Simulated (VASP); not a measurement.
Al2O3, 5 atoms in the cell. Symmetry: P-6m2, No. 187, hexagonal system. Conventional cell: a = 2.884 Å, b = 2.884 Å, c = 9.337 Å, α = 90.00°, β = 90.00°, γ = 120.00°. Al (site symmetry 3m) is surrounded by 3 O at 1.80 Å. O (site symmetry 3m) has 3 Al at 1.80 Å as nearest neighbours. O (site symmetry -6m2) is surrounded by 6 Al at 2.18 Å. Measurements of this composition are mostly on another form, of space group No. 167.

* Program: VASP 6.6.1
* Task: dielectric tensor
* Functional: PBE
* Potentials or basis: VASP PAW PBE potentials, release 64 (Al, O)
* Cutoff: 800 eV
* k mesh: 15 × 15 × 4
* Occupations: gaussian, width 0.01 eV
* Spin: no spin polarisation
* Further INCAR settings: ALGO = Normal; EDIFF = 1e-08

Potentials or basis: VASP PAW PBE potentials, release 64 (Al, O).

Command:

```console
$ cat potpaw_PBE.64/Al/POTCAR potpaw_PBE.64/O/POTCAR > POTCAR
$ mpirun -np 1 vasp_std > vasp.out
```

Hardware: 1 thread of AMD EPYC 7R13 Processor (Zen 3), on a shared host.

Problem. Estimate the wall time of this run.

Solution. It took 43 min on 1 thread of AMD EPYC 7R13 Processor (Zen 3), on a shared host, peak memory 1.4 GiB. Counts: scf iterations 113, k points 81.
